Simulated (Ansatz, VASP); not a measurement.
# SnO2: VASP beside Ansatz

One calculation is typed for both programs; each brings its own data sets. How far apart do they land? The cell is taken from a series of runs on this material, whose earlier steps may have relaxed, scaled, displaced or heated it; both programs get it as it stands.

Method: plane waves, with VASP 6.6.1 beside it; PBE, in Ansatz 0.2.0.

## 1. Starting point

The cell holds 12 atoms: 8 O and 4 Sn. Its edges and angles: a = 3.187 Å, b = 6.701 Å, c = 19.935 Å, α = 90.0°, β = 90.0°, γ = 90.0°. It derives from SnO2. Vacuum lies along c.

## 2. VASP: single point, PBE

With cell and atoms fixed, the geometry can't cause a difference; cores, projectors, grids and the points listed under the comparison can.

Lines of VASP's logs that name or quote its potential files are left out, and so is its time.

INCAR

```
SYSTEM = SnO2
PREC = Accurate
ENCUT = 520
EDIFF = 1E-06
NELM = 120
ISMEAR = -1
SIGMA = 0.02
LREAL = .FALSE.
ALGO = Normal
GGA = PE
NBANDS = 64
LORBIT = 11
LWAVE = .FALSE.
LCHARG = .FALSE.
ISIF = 2
LASPH = .TRUE.
GGA_COMPAT = .FALSE.
EFERMI = MIDGAP
KPAR = 2
```

POSCAR

```
SnO2
1.0
    3.1865000000      0.0000000000      0.0000000000
    0.0000000000      6.7005438590      0.0000000000
    0.0000000000      0.0000000000     19.9353417587
O Sn
8 4
Direct
    0.0000000000      0.5000000000      0.6563519974
    0.5000000000      0.8129648809      0.5970832679
    0.5000000000      0.1870351191      0.5970832679
    0.0000000000      0.5000000000      0.5191921000
    0.0000000000      0.0000000000      0.4808079000
    0.5000000000      0.3129648809      0.4029167321
    0.5000000000      0.6870351191      0.4029167321
    0.0000000000      0.0000000000      0.3436480026
    0.5000000000      0.5000000000      0.5972596870
    0.0000000000      0.0000000000      0.5796859376
    0.0000000000      0.5000000000      0.4203140624
    0.5000000000      0.0000000000      0.4027403130
```

KPOINTS

```
Automatic mesh
0
Gamma
10 4 1
0 0 0
```

The projector-augmented-wave data sets are O and Sn_d (PBE family, release 64).

On the command line:

```bash
$ mpirun -np 2 vasp_std
```

Numbers of over 12 decimals in the logs are rounded to 6 here.

The program printed:

```text
[banner, memory and clock lines left out]
running    2 mpi-ranks, on    1 nodes
 distrk:  each k-point on    1 cores,    2 groups
 distr:  one band on    1 cores,    1 groups

 POSCAR found type information on POSCAR O Sn
 POSCAR found :  2 types and      12 ions
 LDA part: xc-table for (Slater+PW92), standard interpolation
 POSCAR, INCAR and KPOINTS ok, starting setup
 FFT: planning ... GRIDC
 FFT: planning ... GRID_SOFT
 FFT: planning ... GRID
 WAVECAR not read
 entering main loop
       N       E                     dE             d eps       ncg     rms          rms(c)
DAV:   1     0.136817361519E+04    0.13682E+04   -0.48769E+04  2448   0.175E+03
DAV:   2     0.168624833795E+03   -0.11995E+04   -0.11622E+04  2760   0.493E+02
DAV:   3    -0.695082773217E+02   -0.23813E+03   -0.23562E+03  2688   0.231E+02
DAV:   4    -0.852247269105E+02   -0.15716E+02   -0.15573E+02  2840   0.665E+01
DAV:   5    -0.857444208659E+02   -0.51969E+00   -0.51859E+00  2776   0.121E+01    0.226E+01
DAV:   6    -0.717699328845E+02    0.13974E+02   -0.52515E+01  3656   0.778E+01    0.811E+00
DAV:   7    -0.721129129144E+02   -0.34298E+00   -0.64149E+00  2560   0.106E+01    0.514E+00
DAV:   8    -0.720408581974E+02    0.72055E-01   -0.12785E+00  3360   0.791E+00    0.173E+00
DAV:   9    -0.719693935199E+02    0.71465E-01   -0.41147E-01  3376   0.511E+00    0.371E-01
DAV:  10    -0.719757678739E+02   -0.63744E-02   -0.51338E-02  2768   0.115E+00    0.274E-01
DAV:  11    -0.719781993160E+02   -0.24314E-02   -0.51190E-03  3176   0.372E-01    0.149E-01
DAV:  12    -0.719802045977E+02   -0.20053E-02   -0.12104E-03  2992   0.195E-01    0.344E-02
DAV:  13    -0.719805502233E+02   -0.34563E-03   -0.12746E-04  2944   0.696E-02    0.221E-02
DAV:  14    -0.719812014550E+02   -0.65123E-03   -0.16878E-04  3152   0.662E-02    0.143E-02
DAV:  15    -0.719814203455E+02   -0.21889E-03   -0.37064E-05  2960   0.238E-02    0.923E-03
DAV:  16    -0.719815874844E+02   -0.16714E-03   -0.30900E-05  2688   0.331E-02    0.575E-03
DAV:  17    -0.719816330093E+02   -0.45525E-04   -0.10739E-05  2144   0.133E-02    0.230E-03
DAV:  18    -0.719816710281E+02   -0.38019E-04   -0.26953E-06  2024   0.765E-03    0.153E-03
DAV:  19    -0.719816934519E+02   -0.22424E-04   -0.79884E-07  1864   0.397E-03    0.955E-04
DAV:  20    -0.719817194680E+02   -0.26016E-04   -0.16251E-06  2000   0.439E-03    0.692E-04
DAV:  21    -0.719817268382E+02   -0.73702E-05   -0.26376E-07  1856   0.199E-03    0.361E-04
DAV:  22    -0.719817323875E+02   -0.55493E-05   -0.22473E-07  1768   0.143E-03    0.212E-04
DAV:  23    -0.719817344522E+02   -0.20648E-05   -0.10499E-07  1712   0.141E-03    0.163E-04
DAV:  24    -0.719817349773E+02   -0.52504E-06   -0.24491E-08  1576   0.754E-04
   1 F= -.71981735E+02 E0= -.71981735E+02  d E =-.923177E-13
```

From OUTCAR (step 2):

```text
ion  position               nearest neighbor table
   1  0.000  0.500  0.656-   9 1.98   9 1.98
   2  0.500  0.813  0.597-  10 2.06  10 2.06   9 2.10
   3  0.500  0.187  0.597-  10 2.06  10 2.06   9 2.10
   4  0.000  0.500  0.519-  11 1.97   9 2.23   9 2.23
   5  0.000  0.000  0.481-  10 1.97  12 2.23  12 2.23
   6  0.500  0.313  0.403-  11 2.06  11 2.06  12 2.10
   7  0.500  0.687  0.403-  11 2.06  11 2.06  12 2.10
   8  0.000  0.000  0.344-  12 1.98  12 1.98
   9  0.500  0.500  0.597-   1 1.98   1 1.98   3 2.10   2 2.10   4 2.23   4 2.23  10 3.73  10 3.73
                            10 3.73  10 3.73
  10  0.000  0.000  0.580-   5 1.97   3 2.06   2 2.06   2 2.06   3 2.06   9 3.73   9 3.73   9 3.73
                             9 3.73
  11  0.000  0.500  0.420-   4 1.97   6 2.06   7 2.06   6 2.06   7 2.06  12 3.73  12 3.73  12 3.73
                            12 3.73
  12  0.500  0.000  0.403-   8 1.98   8 1.98   6 2.10   7 2.10   5 2.23   5 2.23  11 3.73  11 3.73
                            11 3.73  11 3.73

  LATTYP: Found a simple orthorhombic cell.
 ALAT       =     3.1865000000
 B/A-ratio  =     2.1027911059
 C/A-ratio  =     6.2561875910

 Subroutine GETGRP returns: Found  8 space group operations
 (whereof  4 operations were pure point group operations)

The static configuration has the point symmetry C_2v.
 The point group associated with its full space group is D_2h.

 Found     18 irreducible k-points:

   k-points           NKPTS =     18   k-points in BZ     NKDIM =     18   number of bands    NBANDS=     64

   dimension x,y,z NGX =    24 NGY =   50 NGZ =  150
   dimension x,y,z NGXF=    48 NGYF=  100 NGZF=  300

   ENCUT  =  520.0 eV  38.22 Ry    6.18 a.u.   5.92 12.46 37.07*2*pi/ulx,y,z

   NELECT =     104.0000    total number of electrons

 k-points in reciprocal lattice and weights: Automatic mesh
   0.00000000  0.00000000  0.00000000       0.025
   0.10000000  0.00000000  0.00000000       0.050
   0.20000000  0.00000000  0.00000000       0.050
   0.30000000  0.00000000  0.00000000       0.050
   0.40000000  0.00000000  0.00000000       0.050
   0.50000000  0.00000000  0.00000000       0.025
   0.00000000  0.25000000  0.00000000       0.050
   0.10000000  0.25000000  0.00000000       0.100
   0.20000000  0.25000000  0.00000000       0.100
[...]
0.40000000  0.50000000  0.00000000       0.050
   0.50000000  0.50000000  0.00000000       0.025

 average (electrostatic) potential at core
       1 -75.6744       2 -77.4383       3 -77.4383       4 -76.8439       5 -76.8439
       6 -77.4383       7 -77.4383       8 -75.6744       9-108.0729      10-109.0534
      11-109.0534      12-108.0729

 E-fermi :  -2.1791

 k-point     1 :       0.0000    0.0000    0.0000
  band No.  band energies     occupation
    ...
     48      -3.5416      2.00000
     49      -3.4808      2.00000
     50      -3.4343      2.00000
     51      -2.9774      2.00000
     52      -2.8037      2.00000
     53      -1.6072      0.00000
     54      -0.6081      0.00000
     55       1.2029      0.00000
     56       1.8396      0.00000
     57       3.1437      0.00000
    ...

 k-point     2 :       0.1000    0.0000    0.0000
  band No.  band energies     occupation
    ...
     48      -3.7616      2.00000
     49      -3.5789      2.00000
     50      -3.4639      2.00000
     51      -2.8818      2.00000
     52      -2.7804      2.00000
     53      -1.1823      0.00000
     54      -0.3229      0.00000
     55       1.3732      0.00000
     56       1.9946      0.00000
     57       3.4907      0.00000
    ...

 k-point     3 :       0.2000    0.0000    0.0000
  band No.  band energies     occupation
    ...
     48      -3.7696      2.00000
     49      -3.4946      2.00000
     50      -3.4858      2.00000
     51      -2.7716      2.00000
     52      -2.7517      2.00000
     53      -0.2547      0.00000
     54       0.2759      0.00000
     55       1.7058      0.00000
     56       2.2766      0.00000
     57       4.1394      0.00000
    ...

  Total        1.1412480     10.1950673      1.2264730      0.0000000      0.0000000      0.0000000
  in kB        4.2957892     38.3754090      4.6165857      0.0000000      0.0000000      0.0000000
  external PRESSURE =      15.7625946 kB  Pullay stress =       0.0000000 kB

  energy-cutoff  :      520.00
  volume of cell :      425.65
      direct lattice vectors                 reciprocal lattice vectors
     3.186500000  0.000000000  0.000000000     0.313823945  0.000000000  0.000000000
     0.000000000  6.700543859  0.000000000     0.000000000  0.149241617  0.000000000
     0.000000000  0.000000000 19.935341759     0.000000000  0.000000000  0.050162170

 POSITION                                       TOTAL-FORCE (eV/Angst)
 -----------------------------------------------------------------------------------
      0.00000      3.35027     13.08460         0.000000     -0.000000      0.068459
      1.59325      5.44731     11.90306         0.000000     -0.019815      0.008227
      1.59325      1.25324     11.90306         0.000000      0.019815      0.008227
      0.00000      3.35027     10.35027         0.000000     -0.000000      1.169523
      0.00000      0.00000      9.58507         0.000000     -0.000000     -1.169523
      1.59325      2.09703      8.03228         0.000000     -0.019815     -0.008227
      1.59325      4.60351      8.03228         0.000000      0.019815     -0.008227
      0.00000      0.00000      6.85074         0.000000     -0.000000     -0.068459
      1.59325      3.35027     11.90658         0.000000     -0.000000     -0.021968
      0.00000      0.00000     11.55624         0.000000     -0.000000      0.048936
      0.00000      3.35027      8.37910         0.000000     -0.000000     -0.048936
      1.59325      0.00000      8.02877         0.000000     -0.000000      0.021968
 -----------------------------------------------------------------------------------
    total drift:                                0.000000      0.000000      0.000000

  FREE ENERGIE OF THE ION-ELECTRON SYSTEM (eV)
  ---------------------------------------------------
  free  energy   TOTEN  =       -71.9817349773 eV

  energy  without entropy=      -71.9817349773  energy(sigma->0) =      -71.98173498

 total charge
# of ion       s       p       d       tot
------------------------------------------
    1        1.577   3.421   0.000   4.998
    2        1.570   3.472   0.000   5.042
    3        1.570   3.472   0.000   5.042
    4        1.564   3.458   0.000   5.022
    5        1.564   3.458   0.000   5.022
    6        1.570   3.472   0.000   5.042
    7        1.570   3.472   0.000   5.042
    8        1.577   3.421   0.000   4.998
    9        0.916   1.061  10.331  12.309
   10        0.929   1.082  10.316  12.326
   11        0.929   1.082  10.316  12.326
   12        0.916   1.061  10.331  12.309
--------------------------------------------------
tot         16.251  31.933  41.294  89.478

[... 3 further parts left out ...]
```

## 3. Ansatz: single point, PBE

Ansatz runs on its default PAW (the set named soft_2) files.

The same cell, functional, mesh and smearing now go to Ansatz, which takes its cutoff from its data sets.

input.yaml

```yaml
crystal:
  lattice:
    - [3.1865, 0.0, 0.0]
    - [0.0, 6.700543859, 0.0]
    - [0.0, 0.0, 19.9353417587]
  atoms:
    - { symbol: O, position: [0.0, 0.5, 0.6563519974] }
    - { symbol: Sn, position: [0.5, 0.5, 0.597259687] }
    - { symbol: Sn, position: [0.0, 0.0, 0.5796859376] }
    - { symbol: O, position: [0.5, 0.8129648809, 0.5970832679] }
    - { symbol: O, position: [0.5, 0.1870351191, 0.5970832679] }
    - { symbol: O, position: [0.0, 0.5, 0.5191921] }
    - { symbol: O, position: [0.0, 0.0, 0.4808079] }
    - { symbol: Sn, position: [0.0, 0.5, 0.4203140624] }
    - { symbol: O, position: [0.5, 0.3129648809, 0.4029167321] }
    - { symbol: O, position: [0.5, 0.6870351191, 0.4029167321] }
    - { symbol: Sn, position: [0.5, 0.0, 0.402740313] }
    - { symbol: O, position: [0.0, 0.0, 0.3436480026] }
kpoints:
  mp_grid: { grid: [10, 4, 1] }
  band_path:
    path:
      - [0.5, 0.0, 0.0]
      - [0.0, 0.0, 0.0]
      - [0.0, 0.5, 0.0]
      - [0.5, 0.5, 0.0]
      - [0.0, 0.0, 0.0]
    npoints: 11
scf:
  occupations: { method: fermi_dirac, width: 0.02 }
  n_extra_bands: 10
hamiltonian:
  xc: pbe
  pseudopotentials: { kind: paw }
output:
  forces: true
  write_potential: true
  volumetric_format: []
  fatbands: true
```

On the command line:

```bash
$ ansatz run input.yaml --threads 4 --pin off --max-ram 12288MiB --backend cpu --events-out ev --progress --plain --runs-dir out
```

The program printed:

```text
scf.n_extra_bands = 10 over 52 filled bands (N_el = 104.0): the run solves 62 bands
Engine: ansatz 0.2.0, aarch64-unknown-linux-gnu
Pseudopotentials: kind: paw
Pseudopotential: O, paw, valence charge 6, recommended cutoff 420 eV (normal), O.paw.azcp
Pseudopotential: Sn, paw, valence charge 14, recommended cutoff 420 eV (normal), Sn.paw.azcp
Functional definition: PBE
  parameter kappa = 0.804
  parameter beta = 0.066725
  exchange = pbe_x(kappa = kappa, mu = beta*pi^2/3)
  correlation = pbe_c(beta = beta)
Crystal: 12 atoms, lattice volume = 425.645 Å³
Basis set: ecut = 420 eV, 8355 PW (Γ), exchange–correlation on 48×90×270 points (8 copies of the dense FFT grid, shifted against one another)
Bands: 62, of which v1, the nominal top of the filled ones, is band 52 counted from 1 (51 counted from 0)
Symmetry: 8 space group operations
Space group: Pmma (ITA 51), of the structure as read, at distance tolerance 7.5e-5 Å
k-points: 18 of 40
Non-local potential: O, projectors of the file, l = 0: 2, l = 1: 2, l = 2: 1
Non-local potential: Sn, projectors of the file, l = 0: 2, l = 1: 2, l = 2: 2, l = 3: 2
PAW form: soft (Blöchl's): semilocal exchange-correlation on the pseudo side does not see the compensation charge
PAW one-centre angular grid: O, 110 points (default); XC on 64 Gauss nodes
PAW one-centre angular grid: Sn, 590 points (default); XC on 64 Gauss nodes
Initial density: superposition of atomic densities (neutral atoms: chi_scale 0, normalization atom), corrected by the library's trained network
Initial wavefunctions: pseudopotential atomic-orbital guess
Functional: x = pbe(κ = 0.804, μ = 0.219515), c = pbe(β = 0.066725)
SCF iter   1: F=—  HF=-28633.371507 eV  |F-HF|=—  |Δ(HF+E_count)|=         —  Δρ=2.48e-3  dr2=6.76e-2  ethr=1.77e-3  ⟨swp⟩=9.0  Hψ=5274  notcnv=0  defer=4
preconditioner: auto → Resta (q_TF=auto, 2.157 Å⁻¹)  ε∞=2.1  [insulator: Δε(μ)=1.236 eV  Ē_g=17.863 eV  σ=0.020 eV  W_gap=1.00  n_scr=62 (ndim 8)  ℏωp=18.4 eV  f_vac=0.612  D(μ)=0.00/eV (n_scr^D=0)  ε∞_Penn≈2.1  vacuum switching on, ρ_ref=2.3e-2 e/Å³]
SCF iter   2: F=—  HF=-28633.362908 eV  |F-HF|=—  |Δ(HF+E_count)|=   8.60e-3  Δρ=2.42e-3  dr2=2.31e-2  ethr=6.50e-5  ⟨swp⟩=3.8  Hψ=2574  notcnv=0  defer=98
SCF iter   3: F=—  HF=-28633.359481 eV  |F-HF|=—  |Δ(HF+E_count)|=   3.43e-3  Δρ=6.58e-4  dr2=2.58e-3  ethr=2.22e-5  ⟨swp⟩=2.4  Hψ=1588  notcnv=0  defer=98
SCF iter   4: F=—  HF=-28633.359782 eV  |F-HF|=—  |Δ(HF+E_count)|=   3.02e-4  Δρ=2.49e-4  dr2=2.63e-4  ethr=2.48e-6  ⟨swp⟩=2.0  Hψ=1435  notcnv=0  defer=98
SCF iter   5: F=—  HF=-28633.359962 eV  |F-HF|=—  |Δ(HF+E_count)|=   1.80e-4  Δρ=1.34e-4  dr2=6.32e-5  ethr=2.53e-7  ⟨swp⟩=2.8  Hψ=1927  notcnv=0  defer=98
SCF iter   6: F=—  HF=-28633.360173 eV  |F-HF|=—  |Δ(HF+E_count)|=   2.10e-4  Δρ=3.04e-5  dr2=2.37e-6  ethr=6.08e-8  ⟨swp⟩=2.1  Hψ=1766  notcnv=0  defer=98
SCF iter   7: F=—  HF=-28633.360174 eV  |F-HF|=—  |Δ(HF+E_count)|=   1.69e-6  Δρ=9.09e-6  dr2=2.63e-7  ethr=2.28e-9  ⟨swp⟩=2.6  Hψ=2096  notcnv=0  defer=98
SCF iter   8: F=-28633.360175 eV  HF=-28633.360175 eV  |F-HF|=7.74e-8  |Δ(HF+E_count)|=   2.76e-7  Δρ=3.49e-6  dr2=3.53e-8  ethr=9.62e-11  ⟨swp⟩=24.0  Hψ=10692  notcnv=0
SCF 1 converged in 8 iterations: F = -28633.360175 eV  dr2 = 3.53e-8
  greatest PAW one-centre occupation: 0.996 electrons in one spin orbital (limit 2), on the Sn atom at site 7 (counted from 0), in its partial waves of l = 2
NSCF: frozen V_eff on 45 k-points
WARN: The output density's exchange-correlation potential varies sharply where the density is thin. Do not read a vacuum level from v_tot or v_xc, or from such a field of the output density. On a cell that repeats whose density bears no net charge and no dipole along the vacuum's axis use v_es (v_loc + v_h of the components); under efield.dipole_correction with no amplitude use v_es + v_field, which holds any externa [...]
SCF converged after 8 iterations
Free energy (F): -28633.360175 eV
Harris-Foulkes:  -28633.360175 eV  (|F-HF|=7.74e-8)
Internal energy: -28633.360175 eV  (E = F + TS)
E sigma→0 (E₀):  -28633.360175 eV
Fermi energy:    -1.011907 eV
--- Per-component energies (eV) ---
  E_band       = -1396.590825
  E_kinetic    = 2154.275763
  E_local      = -72500.207374  (includes V_loc(G=0)·N_el)
  E_nonlocal   = 267.068420
  E_hartree    = 35788.549980
  E_xc         = -2107.390656
  E_vxc        = -1123.758454  (∫ρ·V_xc dr)
  E_paw        = -17851.677054  (= ΣΔE_a)
  E_vpaw       = -1771.087664  (= ΣTr[D̂ρ^β])
  E_aug_tail   = 0.019310  (compensation charges beyond the density's cutoff)
  E_ewald      = 25616.001436
  E_smearing   = -0.000000  (= −TS)
  E_closure    = 0.000000  (closes the sum)
  Σ components = -28633.360175   (vs F -28633.360175, Δ=0.00e0)
--- Forces (eV/Å), atoms counted from 1 ---
  atom   1  O      0.00000000     0.00000000    -0.00306970
  atom   2  Sn     0.00000000     0.00000000     0.00208169
  atom   3  Sn     0.00000000     0.00000000    -0.00838876
  atom   4  O      0.00000000    -0.00035129    -0.00289004
  atom   5  O      0.00000000     0.00035129    -0.00289004
  atom   6  O      0.00000000     0.00000000     1.10894022
  atom   7  O      0.00000000     0.00000000    -1.10894022
  atom   8  Sn     0.00000000     0.00000000     0.00838876
  atom   9  O      0.00000000    -0.00035129     0.00289004
  atom  10  O      0.00000000     0.00035129     0.00289004
  atom  11  Sn     0.00000000     0.00000000    -0.00208169
  atom  12  O      0.00000000     0.00000000     0.00306970
  max |Σ_I F_I| component: 3.47e-17 eV/Å
--- Band table (eV; the first three rows and the last of 18) ---
  k-point 0: bands = [... 48 lower, -2.3547, -2.2989, -1.8454, -1.6701, -0.4428, 0.5683, 2.3734, 3.0124, ... 6 higher]
  k-point 1: bands = [... 48 lower, -2.3019, -2.2978, -1.9134, -1.7858, -0.0436, 0.6904, 2.3111, 2.7963, ... 6 higher]
  k-point 2: bands = [... 48 lower, -2.3117, -2.3117, -1.9601, -1.9601, 0.6050, 0.6050, 2.3702, 2.3702, ... 6 higher]
  k-point 17: bands = [... 48 lower, -2.3923, -2.3923, -1.7565, -1.7565, 2.6926, 2.6926, 3.8371, 3.8371, ... 6 higher]
```

Reading the cycles: dr2 is the Hartree energy of the density residual (eV), the measure of convergence; HF is the Harris–Foulkes estimate of the energy, which meets the free energy F at convergence.

## 4. Differences

Known differences besides the potentials themselves: the cutoff is 420 eV in Ansatz and 520 eV in VASP. Total energies have different zeros and are not compared.

Both answers:

```
              quantity  Ansatz   VASP  difference
gap on the k mesh (eV)   1.177  1.144      +0.033
```

Forces on 7 of the 12 atoms, those with the largest forces and the largest differences (eV/Å; atoms numbered as in POSCAR):

```
atom        Ansatz x, y, z          VASP x, y, z
  O1  0.000, 0.000, -0.003   0.000, 0.000, 0.068
  O4   0.000, 0.000, 1.109   0.000, 0.000, 1.170
  O5  0.000, 0.000, -1.109  0.000, 0.000, -1.170
  O8   0.000, 0.000, 0.003  0.000, 0.000, -0.068
Sn10  0.000, 0.000, -0.008   0.000, 0.000, 0.049
Sn11   0.000, 0.000, 0.008  0.000, 0.000, -0.049
Sn12  0.000, 0.000, -0.002   0.000, 0.000, 0.022
```

The forces differ by 28 meV/Å r.m.s., which is 10.0 % of the r.m.s. force of 0.277 eV/Å (both taken over all components). A gap on the mesh is an upper bound, since the band edges may lie between its points. Where the cell holds vacuum, a pressure given here is an average over it and none of the material.

## 5. Summary of results

* r.m.s. force difference (single point, PBE): 10.0 % of the r.m.s. force

**Reading.** The r.m.s. force difference is 10.0 % of the r.m.s. force (single point, PBE), beyond the 3 % picked in this series as the mark of a large difference. What causes the difference of the single point, PBE pair stays open here. How closely two codes agree says nothing of how well the functional describes the real material.

[Lines on the potential files, build, host, timing and source positions are cut from VASP's logs without a mark.]

[Logs are printed without paths, hosts, clocks, repeated set-up lines and the standing remarks that a program may print on its own settings, such as how far it seeks lower states.]

[Hosts, paths, dates, database ids (printed as entryN), source tags and the programs' standing remarks are cut or masked in the printed files.]
